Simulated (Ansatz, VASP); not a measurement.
## Two plane-wave programs on Ta2N

```
Ta N
1.0
     3.09197    0.00000    0.00000
    -1.54598    2.67772    0.00000
     0.00000    0.00000    4.83716
Ta N
2 1
Cartesian
  0.0000 1.7851 1.2321
  1.5460 0.8926 3.6051
  0.0000 0.0000 0.0000
```

The cell comes from a database or a generator and needn't be the stable form of this composition.

Alike in both runs: task single point; functional PBEsol; k mesh 10 × 10 × 6; occupations gaussian, width 0.1 eV; no spin polarisation; Hubbard terms Ta d U = 2.0 eV.

|  | VASP | Ansatz |
| --- | --- | --- |
| version | VASP 6.6.1 | Ansatz 0.2.0 |
| potentials or method | VASP PAW PBE potentials, release 64 (Ta_pv, N) | Ansatz PAW polarizable |
| plane-wave cutoff (eV) | 520 | 420 |
| valence electrons in the cell | 27 | 31 |

Ansatz gave:

```
gap on the k mesh at the Fermi level (eV)       : none
pressure (GPa)                                  : -7.5
largest component of the traceless stress (GPa) : 0.54
rms of the force components (eV/Å)              : 0.102
```

Question: Estimate VASP's values.

Answer: gap on the k mesh at the Fermi level (eV): none; pressure (GPa): 2.7; largest component of the traceless stress (GPa): 1.84; rms of the force components (eV/Å): 0.066.

The programs project onto different local orbitals, so the same U acts differently. Atom by atom the forces differ by 0.168 eV/Å (rms over components). A gap of «none» marks a metal or a gap that the smearing closes. The two sets of potentials don't hold the same shells in valence.

Caveats: U without spin polarisation on a metal has little footing; the PAW data sets were made with another functional, which shifts forces and pressure a little (VASP); the PAW data sets come from PBE, with cores solved anew for the run's functional, which leaves a small shift of forces and pressure (Ansatz). Spin-orbit coupling is left out, which matters for the levels of Ta.
